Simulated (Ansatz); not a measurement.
# GaAs: from supercell energies to defect levels (As on the Ga site)

All numbers below come from Ansatz, DFT r2SCAN, scalar-relativistic, plane waves, PAW. (500 eV cutoff, 2×2×2 k-mesh, shifted by half a step, Gaussian smearing of 0.01 eV, collinear spin in charge +1 alone)

Host crystal, relaxed:

```yaml
crystal:
  lattice:
    - [0.00000, 2.83306, 2.83306]
    - [2.83306, 0.00000, 2.83306]
    - [2.83306, 2.83306, 0.00000]
  atoms:
    - { symbol: Ga, position: [0.00000, 0.00000, 0.00000] }
    - { symbol: As, position: [0.75000, 0.75000, 0.75000] }
```

The As on the Ga site was set at (0.000, 0.000, 0.000) of the host cell, in a supercell of 32 sites (728 Å³), relaxed at fixed cell in each charge q, from a start with the atoms near it displaced at random. The host's Kohn–Sham gap is 0.96 eV and its static dielectric constant 13.6 (mean). For each charge: the supercell's free energy over the neutral one with q electrons exchanged at the valence band top, F(q) − F(0) + qE_v; the image-charge term; and the term that aligns the potential far from the defect with the host's.

With moments and this functional the run may sit in a state above the lowest one.

| q | F(q) − F(0) + qE_v (eV) | image charge (eV) | alignment (eV) |
| --- | --- | --- | --- |
| +1 | -0.876 | 0.170 | 0.091 |
| 0 | 0.000 | 0.000 | 0.000 |

**Question.** Add the terms and find the levels between neighbouring charges, ε(q/q′) = [A(q′) − A(q)]/(q − q′), with and without the two corrections.

**Answer.** A(q): -0.615 eV for +1, 0.000 eV for 0.
```csv
level,corrected (eV over E_v),uncorrected (eV)
(+1/0),0.62,0.88
```

As a check, a point charge in a simple cubic cell of this volume has q²αe²/(2εL) = 0.167 q² eV (e² = 14.40 eV Å, α = 2.837, L = 8.99 Å); the shape of the real cell can change it somewhat. The term grows as q², so it pushes donor levels down and acceptor levels up. The program doubts the alignment for q = +1, so levels beside it are uncertain by about that term.

**Question.** Which of these charges is lowest with the Fermi level at the valence band top, at mid-gap and at the conduction band bottom?

**Answer.** The line A(q) + qE_F that lies lowest gives the charge: +1 at E_F = 0.00 eV, +1 at E_F = 0.48 eV, 0 at E_F = 0.96 eV. In charge +1 the cell has partly filled levels, from a carrier spread over the host's bands, a defect level that the small cell broadens into a band, or a degenerate defect level, so the levels beside it are doubtful. Charges beyond those computed could lie lower near the band edges.

**Question.** The neutral defect forms at 2.54 eV with atoms taken from and returned to the elements. What are the formation energies at those three Fermi levels, and what share of sites would hold the defect at 1200 K with E_F at mid-gap, if the host still stood at that temperature?

**Answer.** E_f = E_f(0) + A(q) + qE_F = 1.92, 2.41, 2.54 eV. In the dilute limit the share is exp(−E_f/k_BT) = exp(−2.406/0.1034) = 7.9×10⁻¹¹, leaving out degeneracy and vibrational entropy. Both elements stand at their elemental potentials, a limit that the host or competing compounds often put out of reach. The small cell and the narrow Kohn–Sham gap leave errors of tenths of an eV or more, which change the share by orders of magnitude.

Cost: 3 runs of about 91 core-minutes in all, on Arm Neoverse V1 (shared hosts).